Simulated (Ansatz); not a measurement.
# Al3Fe: the cost of one run

Computed with Ansatz 0.2.0 (DFT PBE, scalar-relativistic, plane waves, PAW, unless a step's input says otherwise).

## 1. The starting structure

It takes space group P6/mmm (No. 191, hexagonal). Conventional cell: a = 3.446 Å, b = 3.446 Å, c = 6.480 Å, α = 90.00°, β = 90.00°, γ = 120.00°. Al (site symmetry 6/mmm) has 2 Al at 1.52 Å as nearest neighbours. Al (site symmetry 6mm) has 1 Al at 1.52 Å and 1 Fe at 1.72 Å as nearest neighbours. Fe (site symmetry 6/mmm) has 2 Al at 1.72 Å as nearest neighbours.

As a file:

```
Al Fe
1.0
     3.44626    0.00000    0.00000
    -1.72313    2.98455    0.00000
     0.00000    0.00000    6.48009
Al Fe
3 1
Direct
  0.00000 0.00000 0.00000
  0.00000 0.00000 0.76516
  0.00000 0.00000 0.23484
  0.00000 0.00000 0.50000
```

The cell is invented: random cell by space group and Wyckoff sites (P6/mmm, No. 191). Lengths come from tabulated atomic sizes and are only a guess.

## 2. The guess as it stands, on a coarse mesh

File input.yaml:

```yaml
crystal:
  lattice:
    - [3.44625979, 0.0, 0.0]
    - [-1.7231299, 2.98454853, 0.0]
    - [0.0, 0.0, 6.48008925]
  atoms:
    - { symbol: Al, position: [0.0, 0.0, 0.0] }
    - { symbol: Al, position: [0.0, 0.0, 0.76516487] }
    - { symbol: Al, position: [0.0, 0.0, 0.23483513] }
    - { symbol: Fe, position: [0.0, 0.0, 0.5], spin: 4.0 }
basis:
  ecutwfc: 420
kpoints:
  mp_grid: { grid: [6, 6, 4] }
hamiltonian:
  xc: pbe
scf:
  occupations: { method: gaussian, width: 0.1 }
  lower_state_search: "off"
output:
  forces: true
  stress: true
  eigenvalues: true
  populations: true
magnetization:
  spin_polarized: true
```

Launch:

```bash
$ ansatz run input.yaml --threads 1 --pin off --max-ram 2560MiB --backend cpu --events-out ev --progress --plain --runs-dir out
```

What time and memory should one allow on 1 thread of Intel Xeon at 2.50GHz (Skylake/Cascade Lake), shared host?

About 13 s, with a peak of 0.36 GiB.
